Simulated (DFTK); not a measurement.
HfN:

```xyz
2
Lattice="0.0000 2.2560 2.2560 2.2560 0.0000 2.2560 2.2560 2.2560 0.0000" Properties=species:S:1:pos:R:3 pbc="T T T"
Hf    0.0000    0.0000    0.0000
N     2.2560    2.2560    2.2560
```

Base run:

- Program: DFTK 0.8.2
- Functional: TPSS
- Potentials or basis: SG15 1.2 (PBE)
- Cutoff: 1225 eV
- k mesh: 8 × 8 × 8
- Occupations: fermi-dirac, width 0.05 eV
- Spin: no spin polarisation

Its results: band gap on the k mesh none (metal or under the smearing width); pressure 6.9 GPa.

Q: The run is repeated on the same cell with these changes: functional from TPSS to LDA. What comes out?

A: Band gap on the k mesh none (metal or under the smearing width); pressure -12.1 GPa.

Caveats: the potentials were made for another functional, which shifts forces and pressure; spin-orbit coupling is left out, which moves the levels of the heavy elements; the program warned that the kinetic-energy density falls under its von Weizsäcker bound, which can give unphysical results (some runs).
